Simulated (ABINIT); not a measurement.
## Si: single point with PBE

The system is Si.

```
CELL_PARAMETERS angstrom
2.66225 -0.03624 -0.00683
-1.36251 2.23176 0.04190
-0.00643 0.04182 2.48776
ATOMIC_POSITIONS crystal
Si 0.00000 0.00000 0.00000
```

This isn't the form of Si at room conditions, which is diamond.

| Property | Result |
| --- | --- |
| Program | ABINIT 10.8.3 (patched build) |
| Task | single point |
| Functional | PBE |
| Potentials or basis | JTH PAW PBE v2.0 |
| Cutoff | 408 eV |
| k mesh | 12 × 12 × 11 |
| Occupations | fermi-dirac, width 0.05 eV |
| Spin | no spin polarisation |

```json
{
  "Pressure": "3.4 GPa",
  "Band gap on the k mesh": "none (metal or under the smearing width)",
  "Valence electrons inside the program's atomic spheres": "Si 1.51 (radii [1.0104] Å)"
}
```

Stress tensor (GPa, compression positive):
```
 3.95  2.65  0.00
 2.65  4.47 -2.53
 0.00 -2.53  1.74
```

Levels at points of the mesh, in eV from the Fermi level:
```
           k point  band 1  band 2  band 3  band 4  band 5  band 6
(0.00, 0.00, 0.00)  -14.16    7.57    7.59   10.00   11.15   11.87
(0.50, 0.00, 0.00)   -7.50   -6.81    5.28    6.76   12.58   15.14
(0.00, 0.50, 0.00)   -7.12   -6.68    4.49    6.23   12.76   15.05
(0.50, 0.50, 0.00)   -7.98   -6.95    6.28    7.37   12.17   15.01
```

Wall time 14 s on 1 thread of Intel(R) Xeon(R) 6975P-C (Granite Rapids), on a shared host, peak memory 0.12 GiB.
